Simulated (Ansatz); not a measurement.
# V_O in Al2O3 (R-3c): which k-points does the level need?, part 2 of 2

Aim: the (+1/0) level of V_O in Al2O3 (R-3c) as a function of the k-point sampling, with the cost of each choice. The model is a cell of 80 host atoms with 1 O taken out; the atoms are relaxed once and then held.

Ansatz 0.2.0; plane-wave PAW DFT; relaxations with PBEsol, then single points with PBEsol, on supercells at fixed charge in a uniform background.

So far: Starting point; Relaxing both charge states, PBEsol.

## 3. First setting: the zone centre alone

The defect state overlaps with its images and forms a narrow band, so the k-points decide which part of that band enters the energy. A point off the zone centre usually averages it better, but needs complex orbitals and more time.

The input, qp1_M1.kg/input.yaml:

```yaml
crystal:
  checkpoint: "../qp1_M1.relax.run"
  host: checkpoint
total_charge: 1
basis:
  ecutwfc: 420
  xc_grid: 2
hamiltonian:
  xc: pbesol
  pseudopotentials: { kind: paw, azcp: { folder: soft_1 }, xc_functional: pbe }
kpoints:
  mp_grid: { grid: [1, 1, 1] }
magnetization:
  spin_polarized: true
  initial_magnetization: 1
  spin_locking: { lock_magnetization: hard }
scf:
  occupations: { method: fixed }
  max_iter: 100
output:
  forces: true
  charged_corrections:
    epsilon: [3.29, 3.29, 3.26]
    static_epsilon: [9.66, 9.66, 11.75]
    defect_position: [0.625, 0.277916, 0.472084]
  eigenvalues: true
checkpoint:
  read: "../qp1_M1.relax.run"
  write: "../qp1_M1.kg.run"
  compress: false
  write_wavefunctions: false
  write_every: 100000
```

Launch:

```console
ansatz run input.yaml --threads 32 --pin off --max-ram 84787MiB --backend cuda --events-out ev --progress --plain --runs-dir out --max-vram 78GiB
```

Numbers of over 12 decimals in the logs are rounded to 6 here.

The log of the run:

```text
[...]
crystal.checkpoint: the structure is that of <dir>, a `relax` run, at its step 5: its result, under pbesol at a charge of 1 e; 79 atoms read, 0 with a starting moment; crystal.structure_sha256 for this input is
[...]
device memory: the entry about to start is reckoned to put 5.4 GiB on a device that reports 168.0 GiB free (of which the cap on the GPU budget leaves the run 78.0 GiB)
GPU FFT provider: cuFFT
GPU libraries: cuBLAS 13.8.1, cuFFT 12.4.0, cuSOLVER 12.3.2
GPU matrix products: emulated (plane waves: as basis.precision tells), large ones in fixed point in workspaces of 1.00 GiB
Crystal: 79 atoms, lattice volume = 684.717 Å³
Basis set: ecut = 420 eV, 13355 PW (Γ), exchange–correlation on 144×144×144 points (8 copies of the dense FFT grid, shifted against one another)
Bands: 268, of which v1, the nominal top of the filled ones, is band 189 counted from 1 (188 counted from 0)
Symmetry: 1 space group operations
[...]
k-points: 1
[...]
Starting moments: Σ|m| = 1 μB on 79 of 79 sites; this step starts from the density that it was given
[...]
GPU buffer pool allocated for 373248 grid points (all kernels)
GPU transforms: local potential and band sums: pruned to the plane-wave sphere, on 72×72×72
[...]
SCF iter   7: F=-43275.978321 eV  HF=-43275.978321 eV  |Δ(HF+E_count)|=   1.32e-8  Δρ=5.20e-7 (↑4.85e-7 ↓5.20e-7)  dr2=4.31e-9  dr2_m=1.00e-10  M=1.000 μB ∫|m|=1.034 μB  Hψ=1196
SCF 1 converged in 7 iterations: F = -43275.978321 eV  dr2 = 4.31e-9
[...]
SCF converged after 7 iterations
Stability checked in part: among states of this total moment the steps that led to this state did not find it unstable. No probe was made; neither looks for a lower state of another moment (fixed_total_moment; see scf.lower_state_search)
Magnetization: 1.0000 μB (189.0000 up, 188.0000 down)
Absolute magnetization: 1.0372 μB (∫|ρ↑−ρ↓|, with the PAW one-centre terms)
[...]
Per-site moments (μB) at R_I (Å): [(0.000398862, 0.761886), (0.019457, 0.760164), (0.000242144, 0.765718), [... 6 left out ...]
Free energy (F): -43275.978321 eV
[...]
Internal energy: -43275.978321 eV  (E = F + TS)
E sigma→0 (E₀):  -43275.978321 eV
Fermi energy:    9.734597 (↑ 9.734597, ↓ 7.371502) eV
[...]
--- Forces (eV/Å), atoms counted from 1 ---
  atom   1  Al    -0.00070140     0.00112528    -0.01380056
  atom   2  Al    -0.03237811    -0.00394421    -0.01745806
  [... 4 atoms left out ...]
  [... 73 more lines of this table ...]
  max |Σ_I F_I| component: 6.37e-6 eV/Å
[...]
F Makov-Payne    = n/a  (the rows are of the electrons' constant alone; ansatz place-levels tells what screens the charge)
[...]
--- Band table (eV) ---
[...]
```

The job ended after 1.6 s (1 × NVIDIA GB200 with 32 threads of Arm Neoverse V2, shared host; peak memory 1.2 GiB; 3.7 s of CPU time).

Both charges and the host at this setting go to place-levels, which corrects for the image charge and aligns the potentials.

The input, levels.kg.yaml:

```yaml
host:
  run: host.kg.run
states: [q0.kg.run, qp1_M1.kg.run]
geometry_from:
  q0.kg.run: q0.relax.run
  qp1_M1.kg.run: qp1_M1.relax.run
  host.kg.run: host.relax.run
chemical_potentials:
  O:
    energy: -558.291301
    dataset: <sha256 of the dataset>
```

Launch:

```console
ansatz place-levels levels.kg.yaml -- --threads 32 --pin off --max-ram 84787MiB --backend cuda --max-vram 78GiB
```

The log of the run:

```text
(+1/0) 2.692 eV above the valence edge, 3.343 eV under the conduction edge
formation energy of charge +1: +4.035 eV with the Fermi level at the valence edge
formation energy of charge 0: +6.727 eV with the Fermi level at the valence edge
  edges by pbesol, gap 6.035 eV; the host is sampled to repeats of 9.55 Å
  the defect's cells are sampled to repeats of 9.55 Å, like sampling
  charge +1: -43275.8830 eV with its correction of +0.095 eV, at epsilon [9.66, 9.66, 11.75], aligned at sites: -0.1335 eV, mean over 29 atomic sites at or beyond 4.77 Å from the defect at [0.6250, 0.2779, 0.4721], with +0.000000 for the charge's moments and [...]
  charge 0: +0.000 eV for its dipole among its images, +0.002 omitted
  of states[1] (qp1_M1.kg.run): how wide its charge is, is not read beside other atoms or cores, and a band state would take no correction. [...]
  of states[0] (q0.kg.run): its only k-point is the zone centre, where a defect's energies can be off by tenths of an eV or more: see "From the zone centre to a mesh" in the quickstart
```

It took 0.12 s on 32 threads.

At this setting the gap is 6.035 eV and (+1/0) lies 2.692 eV above the valence top.

## 4. The other settings

In the defect's inputs only the studied keys change. One input of each further setting:

qp1_M1.kq/input.yaml, as its differences from qp1_M1.kg/input.yaml of step 3:

```diff
@@ -11,3 +11,3 @@
 kpoints:
-  mp_grid: { grid: [1, 1, 1] }
+  mp_grid: { grid: [1, 1, 1], shift: [0.25, 0.25, 0.25] }
 magnetization:
@@ -28,3 +28,3 @@
   read: "../qp1_M1.relax.run"
-  write: "../qp1_M1.kg.run"
+  write: "../qp1_M1.kq.run"
   compress: false
```

qp1_M1.km0/input.yaml, as its differences from qp1_M1.kq/input.yaml of step 4:

```diff
@@ -11,3 +11,3 @@
 kpoints:
-  mp_grid: { grid: [1, 1, 1], shift: [0.25, 0.25, 0.25] }
+  mp_grid: { grid: [2, 2, 2] }
 magnetization:
@@ -28,3 +28,3 @@
   read: "../qp1_M1.relax.run"
-  write: "../qp1_M1.kq.run"
+  write: "../qp1_M1.km0.run"
   compress: false
```

qp1_M1.kms/input.yaml, as its differences from qp1_M1.km0/input.yaml of step 4:

```diff
@@ -11,3 +11,3 @@
 kpoints:
-  mp_grid: { grid: [2, 2, 2] }
+  mp_grid: { grid: [2, 2, 2], shift: [0.5, 0.5, 0.5] }
 magnetization:
@@ -28,3 +28,3 @@
   read: "../qp1_M1.relax.run"
-  write: "../qp1_M1.km0.run"
+  write: "../qp1_M1.kms.run"
   compress: false
```

qp1_M1.km3/input.yaml, as its differences from qp1_M1.kms/input.yaml of step 4:

```diff
@@ -11,3 +11,3 @@
 kpoints:
-  mp_grid: { grid: [2, 2, 2], shift: [0.5, 0.5, 0.5] }
+  mp_grid: { grid: [3, 3, 3] }
 magnetization:
@@ -28,3 +28,3 @@
   read: "../qp1_M1.relax.run"
-  write: "../qp1_M1.kms.run"
+  write: "../qp1_M1.km3.run"
   compress: false
```

qp1_M1.km4/input.yaml, as its differences from qp1_M1.km3/input.yaml of step 4:

```diff
@@ -11,3 +11,3 @@
 kpoints:
-  mp_grid: { grid: [3, 3, 3] }
+  mp_grid: { grid: [4, 4, 4], shift: [0.5, 0.5, 0.5] }
 magnetization:
@@ -28,3 +28,3 @@
   read: "../qp1_M1.relax.run"
-  write: "../qp1_M1.km3.run"
+  write: "../qp1_M1.km4.run"
   compress: false
```

## 5. Result against cost

Times of the states on 1 × NVIDIA GB200 with 32 threads of Arm Neoverse V2, shared host; the host is run again at each setting:

```tsv
k-point sampling	gap (eV)	(+1/0) above the valence top (eV)	under the conduction bottom (eV)	level less that at a 4×4×4 shifted mesh (meV)	time, both charge states	time, host and placing	peak memory of a state (GiB)
the zone centre alone	6.035	2.692	3.343	-114	3 s	2.1 s	1.2
one point at (¼, ¼, ¼) *	6.036	2.740	3.296	-65	2.9 s	1.7 s	1.3
a 2×2×2 Γ-centred mesh	6.038	2.805	3.233	-1	6.5 s	2.5 s	1.4
a 2×2×2 shifted mesh	6.038	2.805	3.233	0	4.3 s	2.2 s	1.3
a 3×3×3 Γ-centred mesh	6.038	2.806	3.233	0	8.8 s	2.9 s	1.4
a 4×4×4 shifted mesh	6.038	2.806	3.233	0	15 s	3.1 s	1.6
```

* started from the relaxation's converged state in the same settings, so its time is no fair cost.

## 6. What came out

```yaml
plus_1_over_0_level_the_zone_centre_alone: 2.69 eV
plus_1_over_0_level_one_point_at: 2.74 eV
plus_1_over_0_level_a_2x2x2_gamma_centred_mesh: 2.81 eV
plus_1_over_0_level_a_2x2x2_shifted_mesh: 2.81 eV
plus_1_over_0_level_a_3x3x3_gamma_centred_mesh: 2.81 eV
plus_1_over_0_level_a_4x4x4_shifted_mesh: 2.81 eV
```

What this shows: Over the settings in the table the level spans 0.114 eV; a 2×2×2 Γ-centred mesh, a 2×2×2 shifted mesh and a 3×3×3 Γ-centred mesh lie within 0.02 eV of the reference (a 4×4×4 shifted mesh, 2.81 eV). The largest miss of the level above the valence top is 114 meV, with the zone centre alone. Only the charges 0 and +1 were run, each from one start, so (+1/0) need not be a change between stable states. What this leaves open: PBEsol makes the gap too small and tends to spread out bound carriers.

[Logs are printed without paths, hosts, clocks, repeated set-up lines and the standing remarks that a program may print on its own settings, such as how far it seeks lower states.]

[Hosts, paths, dates, database ids (printed as entryN), source tags and the programs' standing remarks are cut or masked in the printed files.]

[Where a table of states has a column of steps, it counts the stored structures, which are thinned; the runs took as many ionic steps or more.]

[For some hosts the program warned that the k-mesh of the response run may be too coarse for force constants and the static dielectric constant; such warnings are not shown here.]
